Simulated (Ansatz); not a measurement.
**CdSe: a line through an energy map**

One line of a two-coordinate grid on CdSe (F-43m, No. 216; 2 atoms in the cell): length along [111] over the lengths across it is varied, at volume per atom = 31.13 Å³.

Program: Ansatz 0.2.0. Level of theory: DFT PBEsol, scalar-relativistic, plane waves, PAW. These are calculated values, not measurements.

18 further runs of the same task are left out: 18 set aside as unsound or not needed.

## (1) The system as given

Symmetry: F-43m, No. 216, cubic system. The conventional cell has a = 6.083 Å, b = 6.083 Å, c = 6.083 Å, α = 90.00°, β = 90.00°, γ = 90.00°. Cd (site symmetry -43m) is surrounded by 4 Se at 2.63 Å. Se (site symmetry -43m) has 4 Cd at 2.63 Å as nearest neighbours.

Coordinates:

```cif
data_structure
_symmetry_space_group_name_H-M 'P 1'
_symmetry_Int_Tables_number 1
_cell_length_a 4.3011
_cell_length_b 4.3011
_cell_length_c 4.3011
_cell_angle_alpha 60.000
_cell_angle_beta 60.000
_cell_angle_gamma 60.000
_cell_volume 56.26
loop_
_atom_site_label
_atom_site_type_symbol
_atom_site_fract_x
_atom_site_fract_y
_atom_site_fract_z
_atom_site_occupancy
Cd1 Cd 0.00000 0.00000 0.00000 1
Se1 Se 0.75000 0.75000 0.75000 1
```

It goes back to an entry of the Materials Project, which need not be the stable form.

This cell was relaxed beforehand with the same method: volume 28.13 Å³/atom, gap on the mesh 0.48 eV.

## (2) What is varied

The energy is mapped over volume and the cell's shape.

First coordinate, volume per atom: 7 values from 23.63 to 32.63 Å³. Second coordinate, length along [111] over the lengths across it, relative to the cubic cell: 7 values from 0.886 to 1.128.

Nothing else is relaxed (fractional coordinates fixed). Energies count from the relaxed crystal. Points are written as (first, second).

## (3) The run at (31.13 Å³, 0.886)

Contents of input.yaml:

```yaml
crystal:
  lattice:
    - [0.0, 3.2748225686, 3.2748225686]
    - [3.2748225686, 0.0, 3.2748225686]
    - [3.0268093394, 3.0268093394, 0.2480132292]
  atoms:
    - { symbol: Cd, position: [0.0, 0.0, 0.0] }
    - { symbol: Se, position: [0.75, 0.75, 0.75] }
basis:
  ecutwfc: 420
kpoints:
  mp_grid: { grid: [10, 10, 10] }
hamiltonian:
  xc: pbesol
scf:
  occupations: { method: gaussian, width: 0.05 }
output:
  forces: true
  stress: true
  eigenvalues: true
```

Launch:

```console
$ ansatz run input.yaml --threads 1 --pin off --max-ram 2048MiB --backend cpu --events-out ev --progress --plain --runs-dir out
```

The session goes on with these runs: the other points of the line.

Q: Predict the outcome of this session. Wanted: for each run, length along [111] over the lengths across it, relative to the cubic cell; energy; slope; pressure; largest force on an atom.

The runs gave:

```
length along [111] over the lengths across it, relative to the cubic cell  step  energy (meV/atom)  slope (meV/atom per unit)  pressure (GPa)  band gap on the k-mesh (eV)  largest force on an atom (eV/Å)
                                                                    0.886     3                108                      −1304           −3.06                        0.477                             0.78
                                                                    0.923     –                 70                       −769           −3.70                        0.404                             0.42
                                                                    0.961     4                 50                       −341           −4.06                        0.314                             0.17
                                                                    1.000     –                 43                          0           −4.17                        0.284                             0.00
                                                                    1.041     5                 49                        271           −4.07                        0.278                             0.10
                                                                    1.084     6                 65                        486           −3.76                        0.286                             0.15
                                                                    1.128     7                 91                        656           −3.28                        0.283                             0.17
```

Energies count from the relaxed crystal. Rows without a step come from runs not printed here or follow by symmetry. Slopes come from the forces (and the stress, where the cell changes), not from differences of energies.

**Reading.** Along the line the energy is lowest at 1.000, 43 meV/atom from the zero. Energies and slopes round the minimum, fitted together, put the minimum at 1.0000, with a curvature of about 7500 meV/atom per (unit)². The highest point computed, at 0.886, lies 64 meV/atom above the lowest. This is one cut through a surface in two coordinates; the map's lowest point lies off it.

The gaps are Kohn-Sham values of a semilocal functional, not quasiparticle or optical gaps. Such gaps usually fall short of the measured ones.
